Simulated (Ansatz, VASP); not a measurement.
# BP (BP (F-43m)) in two plane-wave programs

Wanted: the spread between two codes on one cell, functional and k mesh. The cell is taken from a series of runs on this material, whose earlier steps may have relaxed, scaled, displaced or heated it; both programs get it as it stands.

Method: plane waves, with VASP 6.6.1 beside it; relaxation of cell and atoms at PBEsol, in Ansatz 0.2.0.

## (1) The structure

It takes space group F-43m (No. 216, cubic). The conventional cell has a = 4.520 Å, b = 4.520 Å, c = 4.520 Å, α = 90.00°, β = 90.00°, γ = 90.00°. Nearest to B lie 4 P at 1.96 Å. Nearest to P lie 4 B at 1.96 Å. Farther neighbours are not listed.

Structure file:

```cif
data_structure
_symmetry_space_group_name_H-M 'F-43m'
_symmetry_Int_Tables_number 216
_cell_length_a 4.5202
_cell_length_b 4.5202
_cell_length_c 4.5202
_cell_angle_alpha 90.000
_cell_angle_beta 90.000
_cell_angle_gamma 90.000
_cell_volume 92.36
loop_
_atom_site_label
_atom_site_type_symbol
_atom_site_symmetry_multiplicity
_atom_site_Wyckoff_symbol
_atom_site_fract_x
_atom_site_fract_y
_atom_site_fract_z
_atom_site_occupancy
B1 B 4 a 0.00000 0.00000 0.00000 1
P1 P 4 d 0.25000 0.25000 0.75000 1
```

## (2) VASP: relaxation of cell and atoms, PBEsol

The relaxed volume is the usual yardstick between codes: in a stiff, nearly cubic crystal its relative difference is about their pressure difference at one cell divided by the bulk modulus.

Lines of VASP's logs that name or quote its potential files are left out, and so is its time.

File INCAR:

```
SYSTEM = BP
PREC = Accurate
ENCUT = 500
EDIFF = 1E-07
NELM = 120
ISMEAR = 0
SIGMA = 0.01
LREAL = .FALSE.
ALGO = Normal
GGA = PS
NBANDS = 10
LORBIT = 11
LWAVE = .FALSE.
LCHARG = .FALSE.
ISIF = 3
IBRION = 2
NSW = 80
EDIFFG = -0.005
LASPH = .TRUE.
GGA_COMPAT = .FALSE.
NELMIN = 4
EFERMI = MIDGAP
```

File POSCAR:

```
BP
1.0
    0.0000000000      2.2600950000      2.2600950000
    2.2600950000      0.0000000000      2.2600950000
    2.2600950000      2.2600950000      0.0000000000
B P
1 1
Direct
    0.0000000000      0.0000000000      0.0000000000
    0.2499998894      0.2499998894      0.2499998894
```

File KPOINTS:

```
Automatic mesh
0
Gamma
11 11 11
0 0 0
```

The projector-augmented-wave data sets are B and P (PBE family, release 64).

The run is started by

```console
$ mpirun -np 1 vasp_std
```

Numbers of over 12 decimals in the logs are rounded to 6 here.

Output:

```text
[banner, memory and clock lines left out]
running    1 mpi-ranks, on    1 nodes
 distrk:  each k-point on    1 cores,    1 groups
 distr:  one band on    1 cores,    1 groups

 POSCAR found type information on POSCAR B P
 POSCAR found :  2 types and       2 ions
|                                                                             |
|               ----> ADVICE to this user running VASP <----                  |
|                                                                             |
|     You enforced a specific xc type in the INCAR file but a different       |
|     [... a line on the potential file left out ...]
|     I HOPE YOU KNOW WHAT YOU ARE DOING!                                     |
|                                                                             |

 LDA part: xc-table for (Slater+PW92), standard interpolation
 POSCAR, INCAR and KPOINTS ok, starting setup
 FFT: planning ... GRIDC
 FFT: planning ... GRID_SOFT
 FFT: planning ... GRID
 WAVECAR not read
 entering main loop
       N       E                     dE             d eps       ncg     rms          rms(c)
DAV:   1     0.743347989774E+01    0.74335E+01   -0.40073E+03  1128   0.700E+02
DAV:   2    -0.138831112983E+02   -0.21317E+02   -0.20079E+02  1604   0.106E+02
DAV:   3    -0.144050749724E+02   -0.52196E+00   -0.52102E+00  1394   0.156E+01
DAV:   4    -0.144068517812E+02   -0.17768E-02   -0.17767E-02  1410   0.103E+00
DAV:   5    -0.144068593583E+02   -0.75770E-05   -0.75768E-05  1310   0.619E-02    0.714E+00
DAV:   6    -0.137853631141E+02    0.62150E+00   -0.13776E+00  1264   0.541E+00    0.383E+00
DAV:   7    -0.136828600632E+02    0.10250E+00   -0.25723E-01  1424   0.267E+00    0.122E+00
DAV:   8    -0.136733188768E+02    0.95412E-02   -0.27672E-02  1326   0.970E-01    0.181E-01
DAV:   9    -0.136734444373E+02   -0.12556E-03   -0.66238E-04  1276   0.190E-01    0.102E-01
DAV:  10    -0.136735044783E+02   -0.60041E-04   -0.12339E-04  1300   0.706E-02    0.230E-02
DAV:  11    -0.136735078501E+02   -0.33718E-05   -0.41298E-06  1466   0.137E-02    0.244E-02
DAV:  12    -0.136735082263E+02   -0.37619E-06   -0.18295E-06  1304   0.667E-03    0.688E-03
DAV:  13    -0.136735082118E+02    0.14439E-07   -0.42458E-08   686   0.158E-03
   1 F= -.13673508E+02 E0= -.13673508E+02  d E =-.136735E+02
 curvature:   0.00 expect dE= 0.000E+00 dE for cont linesearch  0.000E+00
 trial: gam= 0.00000 g(F)=  0.432E-42 g(S)=  0.169E-04 ort = 0.000E+00 (trialstep = 0.100E+01)
 search vector abs. value=  0.169E-04
 bond charge predicted
       N       E                     dE             d eps       ncg     rms          rms(c)
DAV:   1    -0.136735218571E+02   -0.13631E-04   -0.34809E-04  1274   0.120E-01    0.226E-02
DAV:   2    -0.136735130834E+02    0.87738E-05   -0.18043E-05  1242   0.227E-02    0.125E-02
DAV:   3    -0.136735104264E+02    0.26569E-05   -0.51893E-06  1292   0.110E-02    0.311E-03
DAV:   4    -0.136735100648E+02    0.36159E-06   -0.18827E-07   932   0.271E-03    0.241E-03
DAV:   5    -0.136735098773E+02    0.18756E-06   -0.46401E-08   586   0.141E-03    0.126E-03
DAV:   6    -0.136735098362E+02    0.41046E-07   -0.30801E-09   572   0.480E-04
   2 F= -.13673510E+02 E0= -.13673510E+02  d E =-.162441E-05
 trial-energy change:   -0.000002  1 .order   -0.000002   -0.000017    0.000013
 step:   0.5466(harm=  0.5720)  dis= 0.00000  next Energy=   -13.673513 (dE=-0.454E-05)
 bond charge predicted
       N       E                     dE             d eps       ncg     rms          rms(c)
DAV:   1    -0.136735148194E+02   -0.49421E-05   -0.71245E-05  1272   0.547E-02    0.103E-02
DAV:   2    -0.136735130154E+02    0.18040E-05   -0.36988E-06  1242   0.103E-02    0.570E-03
DAV:   3    -0.136735126581E+02    0.35731E-06   -0.10677E-06  1276   0.498E-03    0.141E-03
DAV:   4    -0.136735127142E+02   -0.56059E-07   -0.38144E-08   578   0.123E-03
   3 F= -.13673513E+02 E0= -.13673513E+02  d E =-.450234E-05
 curvature:  -0.28 expect dE=-0.369E-08 dE for cont linesearch -0.369E-08
 trial: gam=-0.02690 g(F)=  0.258E-40 g(S)=  0.130E-07 ort = 0.468E-06 (trialstep = 0.909E+00)
 search vector abs. value=  0.110E-09
 reached required accuracy - stopping structural energy minimisation
```

OUTCAR, selected parts (step 2):

```text
ion  position               nearest neighbor table
   1  0.000  0.000  0.000-   2 1.96   2 1.96   2 1.96   2 1.96
   2  0.250  0.250  0.250-   1 1.96   1 1.96   1 1.96   1 1.96

  LATTYP: Found a face centered cubic cell.
 ALAT       =     4.5201900000

 Subroutine GETGRP returns: Found 24 space group operations
 (whereof 24 operations were pure point group operations)

The static configuration has the point symmetry T_d .

 Found     56 irreducible k-points:

   k-points           NKPTS =     56   k-points in BZ     NKDIM =     56   number of bands    NBANDS=     10

   dimension x,y,z NGX =    24 NGY =   24 NGZ =   24
   dimension x,y,z NGXF=    48 NGYF=   48 NGZF=   48

   ENCUT  =  500.0 eV  36.75 Ry    6.06 a.u.   5.83  5.83  5.83*2*pi/ulx,y,z

   NELECT =       8.0000    total number of electrons

 k-points in reciprocal lattice and weights: Automatic mesh
   0.00000000  0.00000000  0.00000000       0.001
   0.09090909  0.00000000  0.00000000       0.006
   0.18181818  0.00000000  0.00000000       0.006
   0.27272727  0.00000000  0.00000000       0.006
   0.36363636  0.00000000  0.00000000       0.006
   0.45454545  0.00000000  0.00000000       0.006
   0.09090909  0.09090909  0.00000000       0.005
   0.18181818  0.09090909  0.00000000       0.018
   0.27272727  0.09090909  0.00000000       0.018
[...]
-0.36363636  0.45454545  0.18181818       0.018
  -0.27272727  0.45454545  0.18181818       0.018

 average (electrostatic) potential at core
       1 -24.7178       2 -81.0450

 E-fermi :   8.1092

 k-point     1 :       0.0000    0.0000    0.0000
  band No.  band energies     occupation
      1      -8.0601      2.00000
      2       7.5385      2.00000
      3       7.5385      2.00000
      4       7.5385      2.00000
      5      10.9118      0.00000
      6      10.9118      0.00000
      7      10.9118      0.00000
      8      15.0510      0.00000
      9      18.8580      0.00000
    ...

 k-point     2 :       0.0909    0.0000    0.0000
  band No.  band energies     occupation
      1      -7.9093      2.00000
      2       6.4081      2.00000
      3       7.2829      2.00000
      4       7.2830      2.00000
      5      11.2642      0.00000
      6      11.2642      0.00000
      7      11.3135      0.00000
      8      15.4741      0.00000
      9      19.0568      0.00000
    ...

 k-point     3 :       0.1818    0.0000    0.0000
  band No.  band energies     occupation
      1      -7.4612      2.00000
      2       4.2904      2.00000
      3       6.7726      2.00000
      4       6.7726      2.00000
      5      11.5655      0.00000
      6      11.9369      0.00000
      7      11.9369      0.00000
      8      16.4637      0.00000
      9      18.3793      0.00000
    ...

  Total        0.0004231      0.0004231      0.0004231      0.0000000     -0.0000000      0.0000000
  in kB        0.0293392      0.0293392      0.0293392      0.0000000     -0.0000000      0.0000000
  external PRESSURE =       0.0293392 kB  Pullay stress =       0.0000000 kB

  energy-cutoff  :      500.00
  volume of cell :       23.10
      direct lattice vectors                 reciprocal lattice vectors
    -0.000000000  2.260550692  2.260550692    -0.221185042  0.221185042  0.221185042
     2.260550692  0.000000000  2.260550692     0.221185042 -0.221185042  0.221185042
     2.260550692  2.260550692  0.000000000     0.221185042  0.221185042 -0.221185042

 POSITION                                       TOTAL-FORCE (eV/Angst)
 -----------------------------------------------------------------------------------
      0.00000      0.00000      0.00000        -0.000000     -0.000000     -0.000000
      1.13027      1.13027      1.13027         0.000000      0.000000      0.000000
 -----------------------------------------------------------------------------------
    total drift:                                0.000096      0.000096      0.000096

  FREE ENERGIE OF THE ION-ELECTRON SYSTEM (eV)
  ---------------------------------------------------
  free  energy   TOTEN  =       -13.6735127142 eV

  energy  without entropy=      -13.6735127142  energy(sigma->0) =      -13.67351271

 reached required accuracy - stopping structural energy minimisation

 total charge
# of ion       s       p       d       tot
------------------------------------------
    1        0.666   1.282   0.000   1.948
    2        0.989   1.577   0.000   2.566
--------------------------------------------------
tot          1.655   2.859   0.000   4.514

[... 3 further parts left out ...]
```

CONTCAR:

```
BP
   1.00000000000000
    -0.0000000000000000    2.2605506923441423    2.2605506923441423
     2.2605506923441423    0.0000000000000000    2.2605506923441423
     2.2605506923441423    2.2605506923441423    0.0000000000000000
  B               P
     1     1
Direct
     0.0000000000000000    0.0000000000000000    0.0000000000000000
     0.2499998894000015    0.2499998894000015    0.2499998894000015
```

## (3) Ansatz: relaxation of cell and atoms, PBEsol

Ansatz runs on its default PAW (the set named soft_2) files.

The same cell, functional and mesh now go to Ansatz.

File input.yaml:

```yaml
crystal:
  lattice:
    - [0.0, 2.2600946, 2.2600946]
    - [2.2600946, 0.0, 2.2600946]
    - [2.2600946, 2.2600946, 0.0]
  atoms:
    - { symbol: B, position: [0.0, 0.0, 0.0] }
    - { symbol: P, position: [0.25, 0.25, 0.25] }
basis:
  ecutwfc: 420
  xc_grid: 2
hamiltonian:
  xc: pbesol
kpoints:
  mp_grid: { grid: [11, 11, 11] }
scf:
  occupations: { method: fixed }
  max_iter: 100
relax:
  f_tol: 0.005
  max_steps: 60
  cell: {}
output:
  forces: true
  stress: true
checkpoint:
  write: "../cell.run"
  compress: false
  write_wavefunctions: false
  write_every: 100000
```

The run is started by

```console
$ ansatz run input.yaml --threads 4 --pin off --max-ram 7536MiB --backend cpu --events-out ev --progress --plain --runs-dir out
```

Output:

```text
Engine: ansatz 0.2.0, x86_64-unknown-linux-gnu
Pseudopotentials: kind: paw
Pseudopotential: B, paw, valence charge 3, recommended cutoff 420 eV (normal), B.paw.azcp
Pseudopotential: P, paw, valence charge 5, recommended cutoff 420 eV (normal), P.paw.azcp
Functional definition: PBEsol
  exchange = pbesol_x
  correlation = pbesol_c
Crystal: 2 atoms, lattice volume = 23.089 Å³
Basis set: ecut = 420 eV, 459 PW (Γ), exchange–correlation on 48×48×48 points (8 copies of the dense FFT grid, shifted against one another)
Bands: 8, of which v1, the nominal top of the filled ones, is band 4 counted from 1 (3 counted from 0)
Symmetry: 24 space group operations
Space group: F-43m (ITA 216), of the structure as read, at distance tolerance 2.8e-5 Å
k-points: 56 of 1331 (time reversal used)
Non-local potential: B, projectors of the file, l = 0: 2, l = 1: 2, l = 2: 1
Non-local potential: P, projectors of the file, l = 0: 2, l = 1: 2, l = 2: 2
PAW form: soft (Blöchl's): semilocal exchange-correlation on the pseudo side does not see the compensation charge
PAW frozen core: B, regenerated for the run's functional, and the local potential with it (the file was generated under x = pbe(κ = 0.804, μ = 0.219515), c = pbe(β = 0.066725))
PAW frozen core: P, regenerated for the run's functional, and the local potential with it (the file was generated under x = pbe(κ = 0.804, μ = 0.219515), c = pbe(β = 0.066725))
PAW one-centre angular grid: B, 110 points (default); XC on 64 Gauss nodes
PAW one-centre angular grid: P, 110 points (default); XC on 64 Gauss nodes
Initial density: superposition of atomic densities (neutral atoms: chi_scale 0, normalization atom), corrected by the library's trained network
Initial wavefunctions: pseudopotential atomic-orbital guess
Functional: x = pbesol(κ = 0.804, μ = 0.123457), c = pbesol(β = 0.046)
SCF iter   1: F=—  HF=-893.590902 eV  |F-HF|=—  |Δ(HF+E_count)|=         —  Δρ=4.62e-3  dr2=6.04e-3  ethr=1.77e-3  ⟨swp⟩=5.1  Hψ=3284  notcnv=0  defer=104
preconditioner: auto → none  [insulator: Δε(μ)=1.107 eV  Ē_g=12.829 eV  n_scr=0 (ndim 8)  ℏωp=21.9 eV  f_vac=0.000  ε∞_Penn≈3.9]
SCF iter   2: F=—  HF=-893.589474 eV  |F-HF|=—  |Δ(HF+E_count)|=   1.43e-3  Δρ=1.67e-3  dr2=6.98e-4  ethr=7.55e-5  ⟨swp⟩=2.5  Hψ=1116  notcnv=0  defer=105
SCF iter   3: F=—  HF=-893.589307 eV  |F-HF|=—  |Δ(HF+E_count)|=   1.67e-4  Δρ=5.46e-4  dr2=6.09e-5  ethr=8.72e-6  ⟨swp⟩=3.0  Hψ=790  notcnv=0  defer=105
SCF iter   4: F=—  HF=-893.589308 eV  |F-HF|=—  |Δ(HF+E_count)|=   5.48e-7  Δρ=1.29e-4  dr2=2.13e-6  ethr=7.62e-7  ⟨swp⟩=2.0  Hψ=672  notcnv=0  defer=97
SCF iter   5: F=—  HF=-893.589309 eV  |F-HF|=—  |Δ(HF+E_count)|=   9.95e-7  Δρ=3.45e-5  dr2=3.54e-7  ethr=2.66e-8  ⟨swp⟩=2.2  Hψ=643  notcnv=0  defer=98
SCF iter   6: F=-893.589309 eV  HF=-893.589309 eV  |F-HF|=2.66e-8  |Δ(HF+E_count)|=   1.04e-7  Δρ=1.13e-5  dr2=3.63e-8  ethr=1.25e-9  ⟨swp⟩=4.0  Hψ=1338  notcnv=0
SCF 1 converged in 6 iterations: F = -893.589309 eV  dr2 = 3.63e-8
  greatest PAW one-centre occupation: 0.772 electrons in one spin orbital (limit 2), on the P atom at site 1 (counted from 0), in its partial waves of l = 0
relax step   1: F+E_penalty+E_count = -893.58930858 eV  Δ(F+E_penalty+E_count) = +0.000e0 eV  max|allowed force component| = 2.776e-16 eV/Å  Δτ_max = 0.0000 Å  P = -0.006 GPa  Ω = 23.089 Å³  (6 SCF iters, dr2 threshold 1.00e-7 eV, accepted)
Initial density: handed on by an earlier stage of this run
Initial wavefunctions: pseudopotential atomic-orbital guess (no wavefunctions were taken with the density)
iter 1 solved again at ethr=1.50e-6 eV; its pass at ethr=3.10e-3 eV (dr2=1.20e-4 eV) is discarded
SCF iter   1: F=—  HF=-893.589308 eV  |F-HF|=—  |Δ(HF+E_count)|=         —  Δρ=1.07e-5  dr2=3.11e-8  ethr=1.50e-6  ⟨swp⟩=2.2  Hψ=4488  notcnv=0  defer=105
eigensolver tolerance schedule: the retry pair's looser diagonalisation over-reported the residual by 3872.48 of it (diagonalisation noise at an unbounded share of the residual, at the tolerance the schedule requests for it); recorded, not acted on — ethr = c·dr2/N_el stays at c = 1.0e-1
preconditioner: auto → none  [insulator: Δε(μ)=1.144 eV  Ē_g=12.836 eV  n_scr=0 (ndim 8)  ℏωp=21.9 eV  f_vac=0.000  ε∞_Penn≈3.9]
SCF iter   2: F=—  HF=-893.589309 eV  |F-HF|=—  |Δ(HF+E_count)|=   2.74e-7  Δρ=1.87e-6  dr2=3.82e-10  ethr=3.88e-10  ⟨swp⟩=2.6  Hψ=726  notcnv=0  defer=99
SCF iter   3: F=—  HF=-893.589309 eV  |F-HF|=—  |Δ(HF+E_count)|=  3.93e-11  Δρ=9.09e-7  dr2=8.44e-11  ethr=1.00e-12  ⟨swp⟩=6.6  Hψ=1843  notcnv=0
SCF iter   4: F=-893.589309 eV  HF=-893.589309 eV  |F-HF|=5.68e-13  |Δ(HF+E_count)|=  8.07e-12  Δρ=3.11e-7  dr2=8.83e-12  ethr=1.00e-12  ⟨swp⟩=5.2  Hψ=1579  notcnv=0
SCF 2 converged in 4 iterations: F = -893.589309 eV  dr2 = 8.83e-12
relax step   2: F+E_penalty+E_count = -893.58930860 eV  Δ(F+E_penalty+E_count) = -1.497e-8 eV  max|allowed force component| = 3.886e-16 eV/Å  Δτ_max = 0.0000 Å  P = -0.004 GPa  Ω = 23.089 Å³  stress off target by 4.23e-3 GPa  SCF on the basis re-selected at this cell (its energy is not comparable with the rows above)  (4 SCF iters)
basis re-selected at this cell: Δ(F+E_penalty+E_count) = -1.497e-8 eV, ΔP = +0.001 GPa vs the last step (what re-selecting the basis moved, of the pressure what is left beyond the Pulay correction that the steps carried, after the strain that the cell walked since its last selection, with what the two solves' SCF thresholds leave and, on support functions, any second-order correction that the steps lacked; it is no m [...]
SCF converged after 4 iterations
Free energy (F): -893.589309 eV
Harris-Foulkes:  -893.589309 eV  (|F-HF|=5.68e-13)
Internal energy: -893.589309 eV  (E = F + TS)
E sigma→0 (E₀):  -893.589309 eV
Fermi energy:    9.385077 eV
--- Per-component energies (eV) ---
  E_band       = 22.607445
  E_kinetic    = 121.972775
  E_local      = -66.850335  (includes V_loc(G=0)·N_el)
  E_nonlocal   = 45.290380
  E_hartree    = 16.587887
  E_xc         = -94.384724
  E_vxc        = -100.608097  (∫ρ·V_xc dr)
  E_paw        = -629.649665  (= ΣΔE_a)
  E_vpaw       = -10.373057  (= ΣTr[D̂ρ^β])
  E_aug_tail   = 0.000001  (compensation charges beyond the density's cutoff)
  E_ewald      = -286.616434
  E_core_change = 0.060807  (= ΣΔE_core)
  E_smearing   = -0.000000  (= −TS)
  E_closure    = 0.000000  (closes the sum)
  Σ components = -893.589309   (vs F -893.589309, Δ=0.00e0)
--- Forces (eV/Å), atoms counted from 1 ---
  atom   1  B      0.00000000    -0.00000000     0.00000000
  atom   2  P     -0.00000000    -0.00000000    -0.00000000
  max |Σ_I F_I| component: 4.07e-16 eV/Å
--- Stress (GPa, compression-positive) ---
       -0.004234       0.000000      -0.000000
        0.000000      -0.004234       0.000000
       -0.000000       0.000000      -0.004234
  P = ⅓ Tr σ = -0.0042 GPa (-0.042 kbar)
--- Relaxed structure (1 steps of the walk, 1 accepted, 1 SCFs on fresh bases) ---
  F+E_penalty+E_count = -893.58930860 eV   max|allowed force component| = 3.886e-16 eV/Å   (the final SCF, on the basis selected at the relaxed cell)
  cell:  # Å, volume = 23.0893 Å³
    - [0.0, 2.2600946, 2.2600946]
    - [2.2600946, 0.0, 2.2600946]
    - [2.2600946, 2.2600946, 0.0]
  atoms:
    - { symbol: B, position: [0.0, 0.0, 0.0] }
    - { symbol: P, position: [0.25, 0.25, 0.25] }
```

## (4) Side by side

Known differences besides the potentials themselves: fixed occupations in Ansatz, narrow Gaussian smearing in VASP; the cutoff is 420 eV in Ansatz and 500 eV in VASP; Ansatz makes its cores anew for this functional, VASP keeps those of its PBE data sets; Ansatz adds a Pulay correction to the stress that steers its cell, VASP none. Total energies have different zeros and are not compared.

Compared:

```
                                         quantity  Ansatz   VASP  difference
                                      volume (Å³)   23.09  23.10     -0.06 %
edge a after relaxation, in the typed setting (Å)   3.196  3.197     -0.02 %
```

## (5) Summary of results

```
difference in volume (relaxation of cell and atoms, PBEsol) : -0.061 %
```

**Reading.** The difference in volume is -0.061 % (relaxation of cell and atoms, PBEsol), within the 1.2 % picked in this series as the mark of a large difference, as far as the stopping tolerances let one tell. Such differences can come from data sets, numerical settings and the points named under the comparisons, not from the functional's error against experiment.

[Lines on the potential files, build, host, timing and source positions are cut from VASP's logs without a mark.]

[Logs are printed without paths, hosts, clocks, repeated set-up lines and the standing remarks that a program may print on its own settings, such as how far it seeks lower states.]

[Hosts, paths, dates, database ids (printed as entryN), source tags and the programs' standing remarks are cut or masked in the printed files.]
